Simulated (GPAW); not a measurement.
This GPAW 26.7.0 run on Yb needs a look.

The input run.py:

```python
import numpy as np
import spglib
from ase import Atoms
from ase.dft.bandgap import bandgap
from ase.io import read, write
from ase.units import Bohr, GPa
from gpaw import GPAW, PW
from gpaw.elf import elf_from_dft_calculation
from gpaw.hyperfine import hyperfine_parameters

atoms = read('Yb.cif')
cell, positions, numbers = spglib.find_primitive(
    (atoms.cell[:], atoms.get_scaled_positions(), atoms.numbers), symprec=1e-4)
atoms = Atoms(numbers, cell=cell, scaled_positions=positions, pbc=True)
atoms.set_initial_magnetic_moments([1.0])

calc = GPAW(mode=PW(800),
            xc='PBE-D3',
            kpts={'size': (4, 4, 4), 'gamma': True},
            occupations={'name': 'fermi-dirac', 'width': 0.05},
            nbands=24,
            convergence={'density': 1e-05, 'energy': 1e-05},
            maxiter=60,
            txt='gpaw.txt')
atoms.calc = calc
energy = atoms.get_potential_energy()
forces = atoms.get_forces()
stress = atoms.get_stress()
calc.write('gs.gpw')
write('result.traj', atoms)
print(f'Energy: {energy:.6f} eV')
print('Forces (eV/A):')
print(forces.round(4))
print('Stress (GPa):', (stress / GPa).round(3))
print('Moments:', calc.get_magnetic_moments().round(3))
print('Fermi level:', round(calc.get_fermi_level(), 4), 'eV')
print(f'Gap: {bandgap(calc)[0]:.4f} eV, direct: {bandgap(calc, direct=True)[0]:.4f} eV')

mu_N = 3.15245125e-8  # eV/T
for core in (True, False):
    A = hyperfine_parameters(calc, exclude_core=not core)
    for a, A_vv in zip(atoms, A):
        iso = np.trace(A_vv) / 3
        dip = np.linalg.eigvalsh(A_vv - iso * np.eye(3))
        print('with core' if core else 'valence', a.symbol, f'contact field {iso / (2 * mu_N):.3f} T, dipolar',
              *(dip / (2 * mu_N)).round(3), 'T')

# fields on the real-space grid
write('density.cube', atoms, data=calc.get_pseudo_density() * Bohr**3)
write('potential.cube', atoms, data=calc.get_electrostatic_potential())
write('spin.cube', atoms, data=(calc.get_pseudo_density(spin=0) - calc.get_pseudo_density(spin=1)) * Bohr**3)
write('elf.cube', atoms, data=elf_from_dft_calculation(calc).data)
```

The input Yb.cif:

```cif
data_Yb
_cell_length_a 5.48620000
_cell_length_b 5.48620000
_cell_length_c 5.48620000
_cell_angle_alpha 90.00000000
_cell_angle_beta 90.00000000
_cell_angle_gamma 90.00000000
_space_group_name_H-M_alt 'Fm-3m'
_space_group_name_Hall '-F 4 2 3'
_space_group_IT_number 225
loop_
_space_group_symop_operation_xyz
'x,y,z'
'-x,-y,-z'
'-y,x,z'
'y,-x,-z'
'-x,-y,z'
'x,y,-z'
'y,-x,z'
'-y,x,-z'
'x,-y,-z'
'-x,y,z'
'-y,-x,-z'
'y,x,z'
'-x,y,-z'
'x,-y,z'
'y,x,-z'
'-y,-x,z'
'z,x,y'
'-z,-x,-y'
'z,-y,x'
'-z,y,-x'
'z,-x,-y'
'-z,x,y'
'z,y,-x'
'-z,-y,x'
'-z,x,-y'
'z,-x,y'
'-z,-y,-x'
'z,y,x'
'-z,-x,y'
'z,x,-y'
'-z,y,x'
'z,-y,-x'
'y,z,x'
'-y,-z,-x'
'x,z,-y'
'-x,-z,y'
'-y,z,-x'
'y,-z,x'
'-x,z,y'
'x,-z,-y'
'-y,-z,x'
'y,z,-x'
'-x,-z,-y'
'x,z,y'
'y,-z,-x'
'-y,z,x'
'x,-z,y'
'-x,z,-y'
'x,y+1/2,z+1/2'
'-x,-y+1/2,-z+1/2'
'-y,x+1/2,z+1/2'
'y,-x+1/2,-z+1/2'
'-x,-y+1/2,z+1/2'
'x,y+1/2,-z+1/2'
'y,-x+1/2,z+1/2'
'-y,x+1/2,-z+1/2'
'x,-y+1/2,-z+1/2'
'-x,y+1/2,z+1/2'
'-y,-x+1/2,-z+1/2'
'y,x+1/2,z+1/2'
[... 40 lines left out ...]
'-x+1/2,-y,z+1/2'
'x+1/2,y,-z+1/2'
'y+1/2,-x,z+1/2'
'-y+1/2,x,-z+1/2'
'x+1/2,-y,-z+1/2'
'-x+1/2,y,z+1/2'
'-y+1/2,-x,-z+1/2'
'y+1/2,x,z+1/2'
'-x+1/2,y,-z+1/2'
'x+1/2,-y,z+1/2'
'y+1/2,x,-z+1/2'
'-y+1/2,-x,z+1/2'
'z+1/2,x,y+1/2'
'-z+1/2,-x,-y+1/2'
'z+1/2,-y,x+1/2'
'-z+1/2,y,-x+1/2'
'z+1/2,-x,-y+1/2'
'-z+1/2,x,y+1/2'
'z+1/2,y,-x+1/2'
'-z+1/2,-y,x+1/2'
'-z+1/2,x,-y+1/2'
'z+1/2,-x,y+1/2'
'-z+1/2,-y,-x+1/2'
'z+1/2,y,x+1/2'
'-z+1/2,-x,y+1/2'
'z+1/2,x,-y+1/2'
'-z+1/2,y,x+1/2'
'z+1/2,-y,-x+1/2'
'y+1/2,z,x+1/2'
'-y+1/2,-z,-x+1/2'
'x+1/2,z,-y+1/2'
'-x+1/2,-z,y+1/2'
'-y+1/2,z,-x+1/2'
'y+1/2,-z,x+1/2'
'-x+1/2,z,y+1/2'
'x+1/2,-z,-y+1/2'
'-y+1/2,-z,x+1/2'
'y+1/2,z,-x+1/2'
'-x+1/2,-z,-y+1/2'
'x+1/2,z,y+1/2'
'y+1/2,-z,-x+1/2'
'-y+1/2,z,x+1/2'
'x+1/2,-z,y+1/2'
'-x+1/2,z,-y+1/2'
'x+1/2,y+1/2,z'
'-x+1/2,-y+1/2,-z'
'-y+1/2,x+1/2,z'
'y+1/2,-x+1/2,-z'
'-x+1/2,-y+1/2,z'
'x+1/2,y+1/2,-z'
'y+1/2,-x+1/2,z'
'-y+1/2,x+1/2,-z'
'x+1/2,-y+1/2,-z'
'-x+1/2,y+1/2,z'
'-y+1/2,-x+1/2,-z'
'y+1/2,x+1/2,z'
'-x+1/2,y+1/2,-z'
'x+1/2,-y+1/2,z'
'y+1/2,x+1/2,-z'
'-y+1/2,-x+1/2,z'
'z+1/2,x+1/2,y'
'-z+1/2,-x+1/2,-y'
'z+1/2,-y+1/2,x'
'-z+1/2,y+1/2,-x'
'z+1/2,-x+1/2,-y'
'-z+1/2,x+1/2,y'
'z+1/2,y+1/2,-x'
'-z+1/2,-y+1/2,x'
'-z+1/2,x+1/2,-y'
'z+1/2,-x+1/2,y'
'-z+1/2,-y+1/2,-x'
'z+1/2,y+1/2,x'
'-z+1/2,-x+1/2,y'
'z+1/2,x+1/2,-y'
'-z+1/2,y+1/2,x'
'z+1/2,-y+1/2,-x'
'y+1/2,z+1/2,x'
'-y+1/2,-z+1/2,-x'
'x+1/2,z+1/2,-y'
'-x+1/2,-z+1/2,y'
'-y+1/2,z+1/2,-x'
'y+1/2,-z+1/2,x'
'-x+1/2,z+1/2,y'
'x+1/2,-z+1/2,-y'
'-y+1/2,-z+1/2,x'
'y+1/2,z+1/2,-x'
'-x+1/2,-z+1/2,-y'
'x+1/2,z+1/2,y'
'y+1/2,-z+1/2,-x'
'-y+1/2,z+1/2,x'
'x+1/2,-z+1/2,y'
'-x+1/2,z+1/2,-y'
loop_
_atom_site_label
_atom_site_type_symbol
_atom_site_symmetry_multiplicity
_atom_site_Wyckoff_symbol
_atom_site_fract_x
_atom_site_fract_y
_atom_site_fract_z
_atom_site_occupancy
Yb1 Yb 4 a 0.0000000000 0.0000000000 0.0000000000 1
```

Potentials or basis: GPAW PAW data sets (gpaw-data 1.2.1), pw.

Launch:

```console
$ OMP_NUM_THREADS=1 python run.py
```

gpaw.txt:

```text
__  _  _
 | _ |_)|_||  |
 |__||  | ||/\| - 26.7.0

Input parameters:
  mode=PW(ecut=800.0),
  convergence={'density': 1e-05, 'energy': 1e-05},
  kpts=MonkhorstPack(size=(4, 4, 4), gamma=True),
  maxiter=60,
  nbands=24,
  occupations=Occupations(name='fermi-dirac', width=0.05),
  xc=XC(name='PBE-D3')
```

On the terminal:

```text
Traceback (most recent call last):
[... 22 lines left out ...]
  File "xc/libxc.py", line 41, in __init__
  File "xc/libxc.py", line 64, in initialize
NameError: Unknown functional: PBE-D3.
```

**Question.** What happened, and what is wrong with the input?

**Answer.** The program refused the input. The input holds a flaw that was put in on purpose: functional name that the code doesn't know (xc = PBE-D3).
